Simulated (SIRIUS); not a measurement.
**GaAs under changes of volume**

One of the cells (23.041 Å³/atom); the others are scaled copies at fixed shape and fractional positions:

```xyz
2
Lattice="0.0000 2.8456 2.8456 2.8456 0.0000 2.8456 2.8456 2.8456 0.0000" Properties=species:S:1:pos:R:3 pbc="T T T"
As    4.2684    4.2684    4.2684
Ga    0.0000    0.0000    0.0000
```

```yaml
Program: SIRIUS 7.10.0
Functional: PBE
Potentials_or_basis: PseudoDojo 0.4.1 PBE standard (scalar relativistic)
Cutoff: 1152 eV
Density_cutoff: 4606 eV
k_mesh: 8 × 8 × 8
Occupations: fermi-dirac, width 0.05 eV
Spin: no spin polarisation
```

| volume (Å³/atom) | energy over the lowest point (meV/atom) | pressure (GPa) | gap on the mesh (eV) |
| --- | --- | --- | --- |
| 21.234 | ? | ? | ? |
| 21.686 | 39.54 | 6.8 | 0.83 |
| 22.138 | 22.93 | 5.0 | 0.67 |
| 23.041 | 3.69 | 1.9 | 0.37 |
| 23.493 | 0.12 | 0.6 | 0.22 |
| 23.945 | 0.00 | -0.5 | 0.09 |

Task: What does the run at 21.234 Å³/atom give?

Result: Energy over the lowest point 61.53 meV/atom; pressure 8.8 GPa; gap on the mesh 0.99 eV.

Worked out: A Birch-Murnaghan fit of order 3 (a polynomial in V^(-2/3)) to the other rows has its minimum at 23.73 Å³/atom with B0 = V·E''(V) = 61 GPa and B' = 4.7. It gives 61.55 meV/atom at 21.234 Å³/atom, against the run's 61.53, and -dE/dV = 8.8 GPa, against 8.8.

Energies are extrapolated to zero smearing.

A mesh can miss the band edges. Spin-orbit coupling on As, Ga is left out.
